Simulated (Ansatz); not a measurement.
Below is the output of a Python script on the Ansatz DFT code, driven from Python that makes a convergence test of the k-point mesh of S, space group R-3m. Write a script that gives it. Settings (first run): PBE, PAW, the default cutoff (420 eV here), 5×5×5 k-points, cold smearing of 0.05 eV. The script varies spacing (1/A): 0.8, 0.6, 0.5, 0.4, 0.33.

```
S
1.0
     1.63850    0.94599    0.86133
    -1.63850    0.94599    0.86133
     0.00000   -1.89198    0.86133
S
1
Direct
  0.00000 0.00000 0.00000
```

Output of `python kconv.py`:
```text
DeckWarning: basis.ecutwfc = 420 eV, auto-derived from the records' recommended cutoffs: set by S (normal level)
  spacing (1/A)    F/atom (eV)    iterations    k-points
         0.8000      -898.3575             5          19
         0.6000      -898.1873             5          32
         0.5000      -898.0956             5          44
         0.4000      -898.0885             5          85
         0.3300      -898.0764             5         116
0.8: -281.10 meV/atom
0.6: -110.93 meV/atom
0.5: -19.25 meV/atom
0.4: -12.12 meV/atom
```
(Warnings from the package without file and line.)

The script that was run (others could print the same):

`kconv.py`
```python
'''Convergence of S with the k-point mesh.'''

import ansatz as az
from tabulate import tabulate

FILLING = 'cold'
SMEARING_WIDTH = 0.05

structure = (
    az.Lattice.from_parameters(3.277, 3.277, 2.584, alpha=90, beta=90, gamma=120)
    .space_group(166)
    .atom('S', (0.0, 0.0, 0.0))
    .primitive()
)

calc = (
    structure.calculation()
    .occupations(FILLING, width=SMEARING_WIDTH)
)

rows = []
for value in [0.8, 0.6, 0.5, 0.4, 0.33]:
    r = calc.kpoints(spacing=value).run(threads=1, backend='cpu').report
    rows.append((value, r['free_energy_ev'] / len(r['lattice']['sites']), r['n_iterations'], r['n_kpoints']))

print(tabulate(rows, headers=['spacing (1/A)', 'F/atom (eV)', 'iterations', 'k-points'], floatfmt='.4f', tablefmt='plain'))

# the last row is the reference
for row in rows[:-1]:
    shift = 1000 * (row[1] - rows[-1][1])
    print(f'{row[0]}: {shift:+.2f} meV/atom' + ('  (within 1 meV)' if abs(shift) < 1 else ''))
```

Notes:
- No functional is typed, so the default, PBE, holds.
- This isn't the structure that S takes at ambient conditions.
- Shifts are counted from the finest mesh, which is itself no proven limit.
- Timing: 2.4 s on 1 thread of Arm Neoverse V1, on a shared host, peak memory 0.3 GiB.

(Lines on the test bed's own set-up are left out of the output.)
